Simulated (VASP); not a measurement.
# CdTe (F-43m) in VASP: further runs

Runs on CdTe. Level: PBE. Tasks: single point.

All numbers are computed with VASP 6.6.1; they aren't measurements. Logs are shortened: lines on timing, memory, paths and dates and some standing lists are left out, and cuts for length are marked.

**The experiment to reproduce.**

A printed reference work, data compilation reports, for a bulk crystal of CdTe at 0 K: band gap 1.607 eV.

How close the calculation comes is told below.

## (1) The cell of the first run

It takes space group F-43m (No. 216, cubic). The conventional cell has a = 6.143 Å, b = 6.143 Å, c = 6.143 Å, α = 90.00°, β = 90.00°, γ = 90.00°. Within 3.5 Å of Cd (site symmetry -43m) lie 4 Te at 2.66 Å. Within 3.5 Å of Te (site symmetry -43m) lie 4 Cd at 2.66 Å.

## (2) Single point, PBE

File INCAR:

```
  ALGO = Normal
  EDIFF = 1E-6
  ENCUT = 500
  GGA = PE
  GGA_COMPAT = False
  ISIF = 2
  ISMEAR = 0
  LASPH = True
  LCHARG = False
  LREAL = False
  LWAVE = False
  NBANDS = 16
  NELM = 120
  PREC = Accurate
  SIGMA = 0.01
```

File KPOINTS:

```
k-points
0
Gamma
  6 6 6
```

File POSCAR:

```
CdTe
1.0
    0.0000000000      3.0713001284      3.0713001284
    3.0713001284      0.0000000000      3.0713001284
    3.0713001284      3.0713001284      0.0000000000
Cd Te
1 1
Direct
    0.0000000000      0.0000000000      0.0000000000
    0.2500000000      0.2500000000      0.2500000000
```

Potentials or basis: VASP PAW PBE potentials, release 64 (Cd, Te).

On the command line:

```console
$ cat potpaw_PBE.64/Cd/POTCAR potpaw_PBE.64/Te/POTCAR > POTCAR
$ mpirun -np 1 vasp_std > vasp.out
```

OUTCAR:

```text
EDIFF = 1E-6
   ENCUT = 500
   GGA = PE
   ISIF = 2
   ISMEAR = 0
   LASPH = True
   LREAL = False
   NELM = 120
   PREC = Accurate

 ion  position               nearest neighbor table
   1  0.000  0.000  0.000-   2 2.66   2 2.66   2 2.66   2 2.66
   2  0.250  0.250  0.250-   1 2.66   1 2.66   1 2.66   1 2.66

  LATTYP: Found a face centered cubic cell.
 ALAT       =     6.1426002568

  Lattice vectors:

 A1 = (   0.0000000000,   3.0713001284,   3.0713001284)
 A2 = (   3.0713001284,   0.0000000000,   3.0713001284)
 A3 = (   3.0713001284,   3.0713001284,   0.0000000000)

Analysis of symmetry for initial positions (statically):
=====================================================================
 Subroutine PRICEL returns:
 Original cell was already a primitive cell.

 Routine SETGRP: Setting up the symmetry group for a
 face centered cubic supercell.

 Subroutine GETGRP returns: Found 24 space group operations
 (whereof 24 operations were pure point group operations)
 out of a pool of 48 trial point group operations.

The static configuration has the point symmetry T_d .

Analysis of symmetry for dynamics (positions and initial velocities):
=====================================================================
 Subroutine PRICEL returns:
 Original cell was already a primitive cell.

 Routine SETGRP: Setting up the symmetry group for a
 face centered cubic supercell.

 Subroutine GETGRP returns: Found 24 space group operations
 (whereof 24 operations were pure point group operations)
 out of a pool of 48 trial point group operations.

The dynamic configuration has the point symmetry T_d .

 Subroutine INISYM returns: Found 24 space group operations
 (whereof 24 operations are pure point group operations),
 and found     1 'primitive' translations

----------------------------------------------------------------------------------------

                                     Primitive cell

  volume of cell :      57.9424

  direct lattice vectors                    reciprocal lattice vectors
     0.000000000  3.071300128  3.071300128    -0.162797506  0.162797506  0.162797506
     3.071300128  0.000000000  3.071300128     0.162797506 -0.162797506  0.162797506
     3.071300128  3.071300128  0.000000000     0.162797506  0.162797506 -0.162797506

  length of vectors
     4.343474296  4.343474296  4.343474296     0.281973551  0.281973551  0.281973551

  position of ions in fractional coordinates (direct lattice)
     0.000000000  0.000000000  0.000000000
     0.250000000  0.250000000  0.250000000

  ion indices of the primitive-cell ions
   primitive index   ion index
                 1           1
                 2           2

----------------------------------------------------------------------------------------

 KPOINTS: k-points

Automatic generation of k-mesh.
 Grid dimensions read from file:
 generate k-points for:    6    6    6

 Generating k-lattice:

  Cartesian coordinates                     Fractional coordinates (reciprocal lattice)
    -0.027132918  0.027132918  0.027132918     0.166666667  0.000000000  0.000000000
     0.027132918 -0.027132918  0.027132918     0.000000000  0.166666667  0.000000000
     0.027132918  0.027132918 -0.027132918     0.000000000  0.000000000  0.166666667

  Length of vectors
     0.046995592  0.046995592  0.046995592

  Shift w.r.t. Gamma in fractional coordinates (k-lattice)
     0.000000000  0.000000000  0.000000000

 Subroutine IBZKPT returns following result:
 ===========================================

 Found     16 irreducible k-points:

 Following reciprocal coordinates:
            Coordinates               Weight
  0.000000  0.000000  0.000000      1.000000
  0.166667  0.000000  0.000000      8.000000
  0.333333  0.000000  0.000000      8.000000
  0.500000  0.000000  0.000000      4.000000
  0.166667  0.166667  0.000000      6.000000
  0.333333  0.166667  0.000000     24.000000
[... 8 lines left out ...]
 -0.333333  0.333333  0.166667     24.000000
 -0.333333  0.500000  0.166667     12.000000
   k-points           NKPTS =     16   k-points in BZ     NKDIM =     16   number of bands    NBANDS=     16
   number of dos      NEDOS =    301   number of ions     NIONS =      2
   total plane-waves  NPLWV =  32768
   dimension x,y,z NGX =    32 NGY =   32 NGZ =   32
   dimension x,y,z NGXF=    64 NGYF=   64 NGZF=   64
   ions per type =               1   1
   NGX,Y,Z   is equivalent  to a cutoff of  12.25, 12.25, 12.25 a.u.
   NGXF,Y,Z  is equivalent  to a cutoff of  24.50, 24.50, 24.50 a.u.
 SYSTEM =  unknown system
   PREC   = accura    normal or accurate (medium, high low for compatibility)
   ISTART =      0    job   : 0-new  1-cont  2-samecut
   ICHARG =      2    charge: 1-file 2-atom 10-const
   ISPIN  =      1    spin polarized calculation?
   LNONCOLLINEAR =      F non collinear calculations
   LSORBIT =      F    spin-orbit coupling
   LASPH  =      T    aspherical Exc in radial PAW
   ENCUT  =  500.0 eV  36.75 Ry    6.06 a.u.   7.92  7.92  7.92*2*pi/ulx,y,z
   NELM   =    120;   NELMIN=  2; NELMDL= -5     # of ELM steps
   EDIFF  = 0.1E-05   stopping-criterion for ELM
   LREAL  =      F    real-space projection
   EDIFFG = 0.1E-04   stopping-criterion for IOM
   NSW    =      0    number of steps for IOM
   IBRION =     -1    ionic relax: 0-MD 1-quasi-New 2-CG
   NFREE  =      0    steps in history (QN), initial steepest desc. (CG)
   ISIF   =      2    stress and relaxation
   ISYM   =      2    0-nonsym 1-usesym 2-fastsym
   POTIM  = 0.5000    time-step for ionic-motion
   TEBEG  =    0.0;   TEEND  =   0.0 temperature during run
   PSTRESS=    0.0 pullay stress
   NELECT =      18.0000    total number of electrons
   NUPDOWN=      -1.0000    fix difference up-down
   EMIN   =  10.00;   EMAX   =-10.00  energy-range for DOS
   EFERMI =   0.00;   METHOD = LEGACY
   ISMEAR =     0;   SIGMA  =   0.01  broadening in eV -4-tet -1-fermi 0-gaus
   EFERMI_NEDOS =   21; number of points for ismear=-14 and -15
   IALGO  =     38    algorithm
   IMIX   =      4    mixing-type and parameters
     AMIX     =   0.40;   BMIX     =  1.00
     AMIX_MAG =   1.60;   BMIX_MAG =  1.00
  volume/ion in A,a.u.               =      28.97       195.51
  Fermi-wavevector in a.u.,A,eV,Ry     =   1.108749  2.095233 16.725986  1.229325
  Thomas-Fermi vector in A             =   2.245280
   LORBIT       =      0    0 simple, 1 ext, 2 COOP (PROOUT), +10 PAW based schemes
   GGA     = PE    functional components
   LHFCALC =     F    Hartree Fock is set to
   AEXX    =    0.0000 exact exchange contribution
   IVDW    =     0    specifies the selected vdW correction
   LEPSILON=     F    determine dielectric tensor
   LRPA    =     F    only Hartree local field effects (RPA)
 non-spin polarized calculation
 Gauss-broadening in eV      SIGMA  =   0.01
  energy-cutoff  :      500.00
  volume of cell :       57.94
 maximum number of plane-waves:      1484
   NGX = 15   NGY = 15   NGZ = 15

 number of electron      18.0000008 magnetization

 Free energy of the ion-electron system (eV)
  ---------------------------------------------------
  ext. energy  EPLUGINS =         0.00000000
  ---------------------------------------------------
  free energy    TOTEN  =        -4.29914882 eV

  energy without entropy =       -4.29914882  energy(sigma->0) =       -4.29914882

 E-fermi :   4.0925     XC(G=0):  -9.3185

 val. band max:        3.9820513238   @ k =   0.0000   0.0000   0.0000
 cond. band min:       5.2576890010   @ k =   0.0000   0.0000   0.0000
 fundamental gap:      1.2756376772
 Fermi energy:         4.0924680876

 k-point     1 :       0.0000    0.0000    0.0000
  band No.  band energies     occupation
      1      -8.2615      2.00000
      2      -5.0185      2.00000
      3      -5.0185      2.00000
      4      -5.0185      2.00000
      5      -4.6192      2.00000
      6      -4.6192      2.00000
[... 8 lines left out ...]
     15      13.6052      0.00000
     16      13.6052      0.00000

 k-point     2 :       0.1667    0.0000    0.0000
  band No.  band energies     occupation
      1      -8.1205      2.00000
      2      -4.9897      2.00000
      3      -4.9897      2.00000
      4      -4.9231      2.00000
      5      -4.6219      2.00000
      6      -4.6219      2.00000
[... 8 lines left out ...]
     15      12.4914      0.00000
     16      12.5213      0.00000

 k-point     3 :       0.3333    0.0000    0.0000
  band No.  band energies     occupation
      1      -7.8362      2.00000
      2      -4.9406      2.00000
      3      -4.9406      2.00000
      4      -4.6161      2.00000
      5      -4.6161      2.00000
      6      -4.5435      2.00000
[... 8 lines left out ...]
     15      13.0202      0.00000
     16      13.0202      0.00000

 k-point     4 :       0.5000    0.0000    0.0000
  band No.  band energies     occupation
      1      -7.6975      2.00000
      2      -4.9221      2.00000
      3      -4.9221      2.00000
      4      -4.6057      2.00000
      5      -4.6057      2.00000
      6      -4.1170      2.00000
[... 8 lines left out ...]
     15      14.6436      0.00000
     16      14.6436      0.00000
[... 172 lines left out ...]
 k-point    14 :       0.5000    0.3333    0.1667
  band No.  band energies     occupation
      1      -7.6575      2.00000
      2      -4.8713      2.00000
      3      -4.8646      2.00000
      4      -4.6975      2.00000
      5      -4.6022      2.00000
      6      -4.2131      2.00000
[... 8 lines left out ...]
     15      14.7807      0.00000
     16      15.8904      0.00000

 k-point    15 :      -0.3333    0.3333    0.1667
  band No.  band energies     occupation
      1      -7.5715      2.00000
      2      -4.8642      2.00000
      3      -4.8385      2.00000
      4      -4.6615      2.00000
      5      -4.6199      2.00000
      6      -3.8836      2.00000
[... 8 lines left out ...]
     15      14.9520      0.00000
     16      15.7639      0.00000

 k-point    16 :      -0.3333    0.5000    0.1667
  band No.  band energies     occupation
      1      -7.5296      2.00000
      2      -4.8334      2.00000
      3      -4.8079      2.00000
      4      -4.6979      2.00000
      5      -4.6040      2.00000
      6      -3.8019      2.00000
[... 8 lines left out ...]
     15      15.6939      0.00000
     16      15.9587      0.00000

------------------------ aborting loop because EDIFF is reached ----------------------------------------

  FORCE on cell =-STRESS in cart. coord.  units (eV):
  Direction    XX          YY          ZZ          XY          YZ          ZX
  --------------------------------------------------------------------------------------
  -------------------------------------------------------------------------------------
  Total        4.9564769      4.9564769      4.9564769      0.0000000     -0.0000000      0.0000000
  in kB      137.0524814    137.0524814    137.0524814      0.0000000     -0.0000000      0.0000000
  external PRESSURE =     137.0524814 kB  Pullay stress =       0.0000000 kB

 VOLUME and BASIS-vectors are now :
 -----------------------------------------------------------------------------
  energy-cutoff  :      500.00
  volume of cell :       57.94
      direct lattice vectors                 reciprocal lattice vectors
     0.000000000  3.071300128  3.071300128    -0.162797506  0.162797506  0.162797506
     3.071300128  0.000000000  3.071300128     0.162797506 -0.162797506  0.162797506
     3.071300128  3.071300128  0.000000000     0.162797506  0.162797506 -0.162797506

 POSITION                                       TOTAL-FORCE (eV/Angst)
 -----------------------------------------------------------------------------------
      0.00000      0.00000      0.00000         0.000000      0.000000      0.000000
      1.53565      1.53565      1.53565        -0.000000     -0.000000     -0.000000
 -----------------------------------------------------------------------------------
    total drift:                                0.000000      0.000000      0.000000

  FREE ENERGIE OF THE ION-ELECTRON SYSTEM (eV)
  ---------------------------------------------------
  free  energy   TOTEN  =        -4.2991488151 eV

  energy  without entropy=       -4.2991488151  energy(sigma->0) =       -4.29914882
```

Wall time 18 s (1 thread of Intel Xeon 8259CL, shared host); peak memory 0.18 GiB.

Results:

```yaml
Free_energy: -4.2991 eV
Pressure: 13.7 GPa
Band_gap_on_the_k_mesh: 1.28 eV, direct
```

Caveat: spin-orbit coupling is left out, which moves the levels of the heavy elements.

## (3) Single point, PBE

This run uses another cell than the first one, of 34.24 Å³/atom, 1.182 times its volume.

File INCAR:

```
PREC = Accurate
ENCUT = 500
EDIFF = 1E-6
ISMEAR = 0
SIGMA = 0.01
LREAL = False
LASPH = True
NELM = 120
ALGO = Normal
ISIF = 2
LWAVE = False
LCHARG = False
GGA = PE
NBANDS = 16
GGA_COMPAT = False
```

File KPOINTS:

```
regular mesh
0
Gamma
  6 6 6
```

File POSCAR:

```
CdTe
1.0
    0.0000000000      3.2471758892      3.2471758892
    3.2471758892      0.0000000000      3.2471758892
    3.2471758892      3.2471758892      0.0000000000
Cd Te
1 1
Direct
    0.0000000000      0.0000000000      0.0000000000
    0.2500000000      0.2500000000      0.2500000000
```

Potentials or basis: VASP PAW PBE potentials, release 64 (Cd, Te).

On the command line:

```console
$ cat potpaw_PBE.64/Cd/POTCAR potpaw_PBE.64/Te/POTCAR > POTCAR
$ mpirun -np 1 vasp_std > vasp.out
```

Wall time 26 s (1 thread of Intel Xeon 8259CL, shared host); peak memory 0.21 GiB.

Results (log left out):

- Free energy: -4.7768 eV
- Pressure: 2.4 GPa
- Band gap on the k mesh: 0.75 eV, direct

Levels at points of the mesh, in eV from the valence-band top:
| k point | band 7 | band 8 | band 9 | band 10 | band 11 | band 12 |
| --- | --- | --- | --- | --- | --- | --- |
| (0.00, 0.00, 0.00) | 0.00 | 0.00 | 0.00 | 0.75 | 4.60 | 4.60 |
| (0.50, 0.00, 0.00) | -4.39 | -0.77 | -0.77 | 1.81 | 5.19 | 5.19 |
| (0.50, 0.50, 0.00) | -4.28 | -1.84 | -1.84 | 2.62 | 2.67 | 8.81 |

Caveat: spin-orbit coupling is left out, which moves the levels of the heavy elements.

(Part 1 of 2 ends here.)
